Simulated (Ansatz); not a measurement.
A run of Ansatz 0.2.0 is set up as follows.

input.yaml

```yaml
crystal:
  lattice:
    - [3.112861506, 0.0, 0.0]
    - [-1.556430753, 2.6958171426, 0.0]
    - [0.0, 0.0, 4.869841]
  atoms:
    - { symbol: Ta, position: [0.3333333333, 0.6666666667, 0.254711] }
    - { symbol: Ta, position: [0.6666666667, 0.3333333333, 0.745289] }
    - { symbol: "N", position: [0.0, 0.0, 0.0] }
hamiltonian:
  xc: pbe
  pseudopotentials: { kind: paw }
kpoints:
  mp_grid: { grid: [10, 10, 6] }
scf:
  occupations: { method: gaussian, width: 0.013 }
output:
  forces: true
  stress: true
  eigenvalues: true
```

Potentials or basis: Ansatz PAW.

The run is started by

```bash
$ ansatz run input.yaml --threads 2 --pin off --max-ram 5632MiB --backend cpu --events-out ev --progress --plain --runs-dir out
```

(1) Estimate the band gap on the k mesh.

(2) Predict the pressure.

(3) What does it give for the largest force?

## Answers

(1) none (metal or under the smearing width).

(2) -1.3 GPa.

(3) 0.012 eV/Å.
